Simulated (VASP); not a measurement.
# CoSi (P1) in VASP: further runs, part 3 of 3

VASP 6.6.1.

### 4 Phonons, PBEsol, collinear spin, ferromagnetic start

POSCAR

```
CoSi
1.0
    2.8722606400     -0.0393196700      0.0097061400
   -0.0393196700      2.7429921600     -0.0240786400
    0.0097061400     -0.0240786400      2.8315353700
Co Si
1 1
Direct
    0.9210680600      0.9948622900      0.9022598400
    0.5789319400      0.5051377100      0.5977401600
```

INCAR.step1

```
PREC = Accurate ; ENCUT = 600
EDIFF = 1E-8 ; ISMEAR = 0
SIGMA = 0.02 ; LREAL = False
LASPH = True ; NELM = 150
ALGO = Fast ; ISIF = 3
LWAVE = False ; LCHARG = False
ISPIN = 2 ; MAGMOM = 2 0
LORBIT = 11 ; LMAXMIX = 4
GGA = PS ; IBRION = 2
NSW = 40 ; EDIFFG = -0.002
```

INCAR.step2

```
PREC = Accurate ; ENCUT = 600
EDIFF = 1E-8 ; ISMEAR = 0
SIGMA = 0.02 ; LREAL = False
LASPH = True ; NELM = 150
ALGO = Fast ; ISIF = 2
LWAVE = False ; LCHARG = False
ISPIN = 2 ; MAGMOM = 2 0
LORBIT = 11 ; LMAXMIX = 4
GGA = PS ; IBRION = 6
NFREE = 2 ; POTIM = 0.015
NSW = 1
```

KPOINTS

```
Automatic mesh
0
Gamma
  7 7 7
```

Potentials or basis: VASP PAW PBE potentials, release 64 (Co, Si).

The run is started by

```sh
> cat potpaw_PBE.64/Co/POTCAR potpaw_PBE.64/Si/POTCAR > POTCAR
> cp INCAR.step1 INCAR
> mpirun -np 1 vasp_std > vasp.out
> cp CONTCAR POSCAR
> cp INCAR.step2 INCAR
> mpirun -np 1 vasp_std > vasp.out
```

OUTCAR:

```text
PREC = Accurate
   ENCUT = 600
   EDIFF = 1E-8
   ISMEAR = 0
   LREAL = False
   LASPH = True
   NELM = 150
   ISIF = 2
   ISPIN = 2
   LORBIT = 11
   GGA = PS
   IBRION = 6
   NFREE = 2
   POTIM = 0.015
   NSW = 1

 ion  position               nearest neighbor table
   1  1.000  1.000  1.000-   2 2.38   2 2.38   2 2.38   2 2.38   2 2.38   2 2.38   2 2.38   2 2.38

   2  0.500  0.500  0.500-   1 2.38   1 2.38   1 2.38   1 2.38   1 2.38   1 2.38   1 2.38   1 2.38

  LATTYP: Found a base centered monoclinic cell.
 ALAT       =    11.4244205222
 B/A-ratio  =     0.3449195205
 C/A-ratio  =     0.2346529801
 COS(beta)  =    -0.9386269594

  Lattice vectors:

 A1 = (  -0.0112355126,   2.7874238084,  -5.3610884748)
 A2 = (  -2.7985957369,   0.0020738811,  -5.3552978218)
 A3 = (   0.0061120675,  -0.0004848532,   2.6807673099)

Analysis of symmetry for initial positions (statically):
=====================================================================
 Subroutine PRICEL returns:
 Original cell was already a primitive cell.

 Routine SETGRP: Setting up the symmetry group for a
 base centered monoclinic supercell.

 Subroutine GETGRP returns: Found  1 space group operations
 (whereof  1 operations were pure point group operations)
 out of a pool of  4 trial point group operations.

The static configuration has the point symmetry C_1 .

Analysis of symmetry for dynamics (positions and initial velocities):
=====================================================================
 Subroutine PRICEL returns:
 Original cell was already a primitive cell.

 Routine SETGRP: Setting up the symmetry group for a
 base centered monoclinic supercell.

 Subroutine GETGRP returns: Found  1 space group operations
 (whereof  1 operations were pure point group operations)
 out of a pool of  4 trial point group operations.

The dynamic configuration has the point symmetry C_1 .

Analysis of structural, dynamic, and magnetic symmetry:
=====================================================================
 Subroutine PRICEL returns:
 Original cell was already a primitive cell.

 Routine SETGRP: Setting up the symmetry group for a
 base centered monoclinic supercell.

 Subroutine GETGRP returns: Found  1 space group operations
 (whereof  1 operations were pure point group operations)
 out of a pool of  4 trial point group operations.

The overall configuration has the point symmetry C_1 .

 Subroutine INISYM returns: Found  1 space group operations
 (whereof  1 operations are pure point group operations),
 and found     1 'primitive' translations

----------------------------------------------------------------------------------------

                                     Primitive cell

  volume of cell :      20.8138

  direct lattice vectors                    reciprocal lattice vectors
     2.786371602 -0.001104175 -0.006236798     0.358887794 -0.000127201 -0.000818276
     0.000988622  2.786454102  0.000446145     0.000142360  0.358878989  0.000064584
     0.006112068 -0.000484853  2.680767310     0.000834928 -0.000060022  0.373025613

  length of vectors
     2.786378801  2.786454313  2.680774321     0.358888749  0.358879023  0.373026552

[... 232 lines left out ...]
  FREE ENERGIE OF THE ION-ELECTRON SYSTEM (eV)
  ---------------------------------------------------
  free  energy   TOTEN  =       -14.5507450505 eV

  energy  without entropy=      -14.5506599422  energy(sigma->0) =      -14.55070250

[... ionic steps 4 to 10 ...]

--------------------------------------- Ionic step       11  -------------------------------------------

 number of electron      12.9999999 magnetization       0.1836749

------------------------ aborting loop because EDIFF is reached ----------------------------------------
[... 67 lines left out ...]
--------------------------------------- Ionic step       13  -------------------------------------------

 number of electron      12.9999999 magnetization       0.1836749

 Free energy of the ion-electron system (eV)
  ---------------------------------------------------
  ext. energy  EPLUGINS =         0.00000000
  ---------------------------------------------------
  free energy    TOTEN  =       -14.55081914 eV

  energy without entropy =      -14.55073400  energy(sigma->0) =      -14.55077657

 E-fermi :  13.1966     XC(G=0): -13.2162

 val. band max:       13.1544280650   @ k =  -0.2857   0.0000   0.2857
 cond. band min:      13.2156049647   @ k =  -0.0000   0.0000   0.2857
 fundamental gap:      0.0611768998
 Fermi energy:        13.1965726934

 spin component 1

 k-point     1 :       0.0000    0.0000    0.0000
  band No.  band energies     occupation
      1      -1.2908      1.00000
      2       9.1270      1.00000
      3       9.1598      1.00000
      4      11.7020      1.00000
      5      11.8480      1.00000
      6      11.8482      1.00000
      7      15.8867      0.00000
      8      15.8877      0.00000
      9      17.3013      0.00000
     10      20.8475      0.00000
     11      20.8501      0.00000
[... 310 lines left out ...]
  band No.  band energies     occupation
      1       4.0929      1.00000
      2       7.2743      1.00000
      3       7.7734      1.00000
      4       9.5254      1.00000
      5      11.1023      1.00000
      6      11.1383      1.00000
      7      12.5667      1.00000
      8      14.8046      0.00000
      9      15.5142      0.00000
     10      22.2343      0.00000
     11      25.9988      0.00000

 [... further k-points ...]

 spin component 2

 k-point     1 :       0.0000    0.0000    0.0000
  band No.  band energies     occupation
      1      -1.2827      1.00000
      2       9.3007      1.00000
      3       9.3679      1.00000
      4      11.8350      1.00000
      5      11.9655      1.00000
      6      11.9657      1.00000
      7      15.8942      0.00000
      8      15.8952      0.00000
      9      17.3132      0.00000
     10      20.9258      0.00000
     11      20.9580      0.00000
[... 351 lines left out ...]
  FREE ENERGIE OF THE ION-ELECTRON SYSTEM (eV)
  ---------------------------------------------------
  free  energy   TOTEN  =       -14.5508191446 eV

  energy  without entropy=      -14.5507339956  energy(sigma->0) =      -14.55077657

 INTERNAL STRAIN TENSORS FROM DISPLACED ATOMS
 ============================================

 INTERNAL STRAIN TENSOR FOR ION    1 for displacements in x,y,z  (eV/Angst):
          X           Y           Z          XY          YZ          ZX
  --------------------------------------------------------------------------------
  x    -0.00289    -0.00440    -0.00362    -0.00215     0.00001    -0.00336
  y    -0.00245    -0.00410    -0.00345    -0.00530    -0.00334     0.00001
  z     0.01014     0.01087     0.01004    -0.00001    -0.00139    -0.00550

 INTERNAL STRAIN TENSOR FOR ION    2 for displacements in x,y,z  (eV/Angst):
          X           Y           Z          XY          YZ          ZX
  --------------------------------------------------------------------------------
  x     0.05979     0.06309     0.06260     0.00218     0.00001     0.00324
  y     0.04967     0.04887     0.04903     0.00632     0.00334    -0.00001
  z     0.00694     0.00664     0.00530    -0.00003     0.00191     0.00550

 Eigenvectors and eigenvalues of the dynamical matrix
 ----------------------------------------------------

   1 f  =    8.777277 THz    55.149256 2PiTHz  292.778439 cm-1    36.299884 meV
             X         Y         Z           dx          dy          dz
      2.793394  2.784838  2.674930     0.382019    0.420586   -0.001999
      1.396814  1.392460  1.337535    -0.553268   -0.609139    0.002977
[... 21 lines left out ...]
   6 f/i=    0.001250 THz     0.007855 2PiTHz    0.041698 cm-1     0.005170 meV
             X         Y         Z           dx          dy          dz
      2.793394  2.784838  2.674930    -0.710788   -0.225238   -0.348097
      1.396814  1.392460  1.337535    -0.490795   -0.155539   -0.240426

 ELASTIC MODULI CONTR FROM IONIC RELAXATION (kBar)
 Direction    XX          YY          ZZ          XY          YZ          ZX
 --------------------------------------------------------------------------------
 XX          -0.0214     -0.0225     -0.0221     -0.0028     -0.0011     -0.0012
 YY          -0.0225     -0.0237     -0.0233     -0.0029     -0.0011     -0.0013
 ZZ          -0.0221     -0.0233     -0.0230     -0.0029     -0.0011     -0.0012
 XY          -0.0028     -0.0029     -0.0029     -0.0005     -0.0002     -0.0001
 YZ          -0.0011     -0.0011     -0.0011     -0.0002     -0.0002     -0.0001
 ZX          -0.0012     -0.0013     -0.0012     -0.0001     -0.0001     -0.0006
 --------------------------------------------------------------------------------

 total charge

# of ion       s       p       d       tot
------------------------------------------
    1        0.457   0.622   7.628   8.708
    2        0.707   0.883   0.000   1.590
--------------------------------------------------
tot          1.164   1.505   7.628  10.297

 magnetization (x)

# of ion       s       p       d       tot
------------------------------------------
    1        0.002  -0.001   0.179   0.181
    2        0.000   0.006   0.000   0.007
--------------------------------------------------
tot          0.003   0.006   0.179   0.188
```

Run time: 36 min. Hardware: 1 thread of Intel Xeon Platinum 8375C at 2.90GHz (Ice Lake), shared host; peak memory 0.3 GiB.

What came out:

| Item | Value |
| --- | --- |
| Relaxed volume | 10.41 Å³/atom |
| Relaxed cell | a = 2.786 Å, b = 2.786 Å, c = 2.681 Å, α = 90.00°, β = 90.00°, γ = 90.00° |
| Space group after relaxing (to 0.05 Å) | P4/mmm (No. 123) |
| Net moment | 0.18 μB per cell |
| Site moments | Co +0.18; Si +0.01 μB |
| Valence electrons inside the program's atomic spheres | Co 8.71; Si 1.59 |
| Highest phonon frequency at Γ, LO-TO splitting left out | 293 cm⁻¹ |

Step by step:
| step | energy change (eV) | largest force (eV/Å) | pressure (GPa) | volume (Å³) |
| --- | --- | --- | --- | --- |
| 1 | 0.0000 | 8.4569 | 38.05 | 22.30 |
| 2 | -0.4270 | 0.3438 | -29.17 | 31.11 |
| 3 | -0.7118 | 0.3268 | -29.28 | 29.67 |
| 4 | -0.9840 | 0.4118 | -29.11 | 28.43 |
| 5 | -1.5748 | 0.6162 | -21.10 | 25.33 |
| 6 | -1.5230 | 2.0547 | -7.23 | 23.81 |
| 7 | -1.6075 | 0.8511 | -18.26 | 24.82 |
| 8 | -1.6092 | 1.0421 | -16.28 | 24.59 |
| 9 | -1.8971 | 0.7479 | 5.48 | 21.32 |
| 10 | -1.9005 | 0.7664 | 2.75 | 21.58 |
| 11 | -1.9462 | 0.3502 | -0.31 | 21.64 |
| 12 | -1.9572 | 0.3719 | -2.24 | 21.68 |
| 13 | -2.0038 | 0.4584 | -1.68 | 21.35 |
| 14 | -2.0615 | 0.4871 | 7.41 | 20.31 |
| 15 | -2.0641 | 0.4974 | 1.80 | 20.77 |
| 16 | -2.0722 | 0.4641 | 3.82 | 20.57 |
| 17 | -2.0828 | 0.2136 | -3.71 | 21.17 |
| 18 | -2.0884 | 0.2195 | -1.20 | 20.94 |
| 19 | -2.0930 | 0.1018 | 0.84 | 20.75 |
| 20 | -2.0933 | 0.0665 | 1.66 | 20.68 |
| 21 | -2.0940 | 0.0849 | -0.90 | 20.89 |
| 22 | -2.0946 | 0.0486 | 0.10 | 20.81 |
| 23 | -2.0950 | 0.0195 | -0.08 | 20.82 |
| 24 | -2.0950 | 0.0034 | -0.20 | 20.83 |
| 25 | -2.0950 | 0.0046 | 0.30 | 20.79 |
| 26 | -2.0950 | 0.0034 | 0.04 | 20.81 |
| 27 | -2.0951 | 0.0016 | 0.03 | 20.81 |
| 28 | -2.0951 | 0.0011 | 0.01 | 20.81 |

Final structure:
```
Co Si
1.0
     2.78637   -0.00110   -0.00624
     0.00099    2.78645    0.00045
     0.00611   -0.00048    2.68077
Co Si
1 1
Cartesian
  2.7934 2.7848 2.6749
  1.3968 1.3925 1.3375
```

Phonon frequencies in cm⁻¹ (negative: imaginary):
```tsv
q point	frequencies
(0.000, 0.000, 0.000)	0 0 0 281 293 293
```

Caveat: the PAW data sets were made with another functional, which shifts forces and pressure a little.
